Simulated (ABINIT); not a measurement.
KF (Carobbiite) in ABINIT: the effect of functional

Crystal: KF (Carobbiite).

```
CELL_PARAMETERS angstrom
0.00000 2.67185 2.67185
2.67185 0.00000 2.67185
2.67185 2.67185 0.00000
ATOMIC_POSITIONS crystal
K 0.00000 0.00000 0.00000
F 0.50000 0.50000 0.50000
```

Alike in all runs:

- Program: ABINIT 10.8.3 (patched build)
- Task: single point
- Potentials or basis: PseudoDojo NC SR PBE v0.4.1 standard
- Cutoff: 952 eV
- k mesh: 6 × 6 × 6
- Occupations: fixed
- Spin: no spin polarisation

| functional | gap on the mesh (eV) |
| --- | --- |
| PBE0 | ? |
| PBEsol | 6.04 |
| HSE06 | 8.18 |

Problem. What does the run with functional PBE0 give?

Solution. gap on the mesh 8.96 eV.

Caveats: Libxc's HSE differs a little from that of other programs (some runs).

Runs at the PBE level aren't shown here.
